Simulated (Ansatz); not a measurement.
Starting cell, GeO2 (rutile):

```xyz
6
Lattice="4.4281 0.0000 0.0000 0.0000 4.4281 0.0000 0.0000 0.0000 2.8842" Properties=species:S:1:pos:R:3 pbc="T T T"
Ge     0.0000     0.0000     0.0000
Ge     2.2140     2.2140     1.4421
O      1.3564     1.3564     0.0000
O      3.5704     0.8576     1.4421
O      0.8576     3.5704     1.4421
O      3.0717     3.0717     0.0000
```

In this cell atom 2 (Ge, nearest neighbour O at 1.884 Å; its periodic images, 2.9 Å or more away, move with it) is moved by s towards the nearest neighbour, unit vector (0.455, 0.455, -0.765); all other atoms and the cell stay fixed.

Method: PBEsol (plane waves to 420 eV, PAW, scalar-relativistic; Ansatz, an electronic-structure program). k mesh 6×6×9 (Γ-centred), Fermi-Dirac smearing 0.05 eV. The energy includes the smearing's −TS. Left out: 2 of 11 points, with atoms too close for the PAW data. GeO2 was relaxed with its symmetry unable to fall. The zero of ΔE is the undisplaced structure.

```json
[
 {"s (Å)": "-0.456", "ΔE (meV/cell)": "3914"},
 {"s (Å)": "-0.342", "ΔE (meV/cell)": "1812"},
 {"s (Å)": "-0.228", "ΔE (meV/cell)": "withheld"},
 {"s (Å)": "-0.114", "ΔE (meV/cell)": "159"},
 {"s (Å)": "0.000", "ΔE (meV/cell)": "0"},
 {"s (Å)": "0.114", "ΔE (meV/cell)": "159"},
 {"s (Å)": "0.228", "ΔE (meV/cell)": "withheld"},
 {"s (Å)": "0.342", "ΔE (meV/cell)": "1812"},
 {"s (Å)": "0.456", "ΔE (meV/cell)": "3914"}
]
```

Q: Fit an even polynomial form (powers 2, 4, 6) to the given rows and predict ΔE at s = 0.228.

A: Least squares on the 7 given rows: ΔE = (11870)·s² + (27810)·s⁴ + (27120)·s⁶, in meV/cell with s in Å; root-mean-square residual 0.3 meV/cell. At 0.228 the fit gives 696 meV/cell; the calculation gives 697 meV/cell, so the interpolation is off by -1 (-0.1 %). The quadratic term alone would give 617 meV/cell.

(For displaced atoms, the force is minus the slope of the energy, and its curvature is a force constant, which sets phonon frequencies.)
